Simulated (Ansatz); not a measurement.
CsSnI3:

```
Cs I Sn
1.0
     6.20570    0.00000    0.00000
     0.00000    6.20570    0.00000
     0.00000    0.00000    6.20570
Cs I Sn
1 3 1
Cartesian
  0.0000 0.0000 0.0000
  3.1029 3.1029 0.0000
  3.1029 0.0000 3.1029
  0.0000 3.1029 3.1029
  3.1029 3.1029 3.1029
```

* Program: Ansatz 0.2.0
* Task: single point
* Functional: PBEsol
* Potentials or basis: Ansatz PAW
* Cutoff: 420 eV (not typed: the program's choice for these potentials)
* k mesh: 5 × 5 × 5
* Occupations: fermi-dirac, width 0.05 eV
* Spin: no spin polarisation

On this cell: pressure -0.7 GPa; largest force zero by symmetry; band gap on the k mesh 1.73 eV, direct.

The same run follows on a disturbed copy (atoms moved at random, drawn with an rms of 0.05 Å):

```
Cs I Sn
1.0
     6.20570    0.00000    0.00000
     0.00000    6.20570    0.00000
     0.00000    0.00000    6.20570
Cs I Sn
1 3 1
Direct
  0.99540 0.99366 0.99756
  0.50557 0.49643 0.00787
  0.49834 0.99677 0.49596
  0.01305 0.50280 0.49803
  0.49958 0.50147 0.49721
```

**Question.** What changes?

**Answer.** The energy moves by +1.5 meV/atom; pressure -0.6 GPa; largest force 0.112 eV/Å; band gap on the k mesh 1.70 eV, direct.

Forces on the atoms (eV/Å):
```
Cs   0.002 -0.002  0.004
I    0.021  0.002 -0.092
I    0.034  0.028  0.027
I   -0.109 -0.009  0.023
Sn   0.052 -0.019  0.038
```

Caveats: odd divisions of the mesh miss points on the zone boundary, where band edges often lie, so the gap on the mesh can be too wide; spin-orbit coupling is left out, which moves the levels of the heavy elements; the cell was measured hot, at 500 K; the PAW data sets come from PBE, with cores solved anew for the run's functional, which leaves a small shift of forces and pressure.

A k mesh can miss the band edges.
